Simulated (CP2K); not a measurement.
Runs of CP2K 2026.2 on CdS (Hawleyite). The structure is cubic, space group F-43m (No. 216). Conventional cell: a = 5.833 Å, b = 5.833 Å, c = 5.833 Å, α = 90.00°, β = 90.00°, γ = 90.00°. Cd (site symmetry -43m) is surrounded by 4 S at 2.53 Å. S (site symmetry -43m) has 4 Cd at 2.53 Å as nearest neighbours. 

| level | cutoff of the non-local correlation (Ry) | gap on the mesh (eV) | pressure (GPa) |
| --- | --- | --- | --- |
| PBEsol | - | (c) | 0.6 |
| BEEF-vdW | 300 | 1.27 | (b) |
| r2SCAN | - | 1.27 | 0.4 |
| LDA | - | 0.85 | (a) |
| BLYP | - | 1.17 | 6.9 |
| HLE16 | - | 2.34 | -3.1 |
| PBE | - | 1.14 | 3.4 |

Alike in all rows: task band structure; potentials or basis POTENTIAL_UZH Cd GTH-PBE-q12, S GTH-PBE-q6; TZVP-MOLOPT-PBE-GTH basis; no spin polarisation; cell as given; k mesh 8 × 8 × 8; smearing fermi-dirac 0.05 eV.

Task: Fill in the values left out.

Result: (a) -0.9; (b) 4.9; (c) 0.98.

Caveats: the basis of atomic orbitals isn't converged, which shifts pressures, moduli and gaps; the potentials were made for another functional, which shifts forces and pressure (some runs); the potentials were made for a functional far from this one (some runs).

A k mesh can miss the band edges, and the runs leave out spin-orbit coupling on Cd.
